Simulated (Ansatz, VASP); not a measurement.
# Os in VASP and in Ansatz

```
CELL_PARAMETERS angstrom
0.00000 1.98315 1.98315
1.98315 0.00000 1.98315
1.98315 1.98315 0.00000
ATOMIC_POSITIONS crystal
Os 0.00000 0.00000 0.00000
```

Change from the starting cell: volume scaled by 1.06, crystal datasets.

Alike in both runs: task electric field gradients; functional PBEsol; k mesh 14 × 14 × 14; occupations fermi-dirac, width 0.05 eV; no spin polarisation.

|  | VASP | Ansatz |
| --- | --- | --- |
| version | VASP 6.6.1 | Ansatz 0.2.0 |
| potentials or method | VASP PAW PBE potentials, release 64 (Os), cutoff 520 eV | all-electron PAW with datasets made for the crystal, scalar-relativistic |

Ansatz gave:

| Property | Result |
| --- | --- |
| pressure (GPa) | -36.2 |
| Vzz of the field gradient on the site that differs most (V/Å²) | 0.0 |

Problem. Estimate VASP's values.

Solution. Pressure (GPa): -36.6; Vzz of the field gradient on the site that differs most (V/Å²): 0.0.

Ansatz ran all-electron here, so the differences hold the error of VASP's frozen core and of both bases. Ansatz warned: «gradients_without_spin_orbit».

Caveats: the cell as given lies far from equilibrium; so large a pressure means that the cell lies far from this level's equilibrium, or that cutoff or potentials fall short (VASP); the potentials were made for another functional, which shifts forces and pressure (VASP). The runs have no spin-orbit coupling, so splittings on Os are missing.
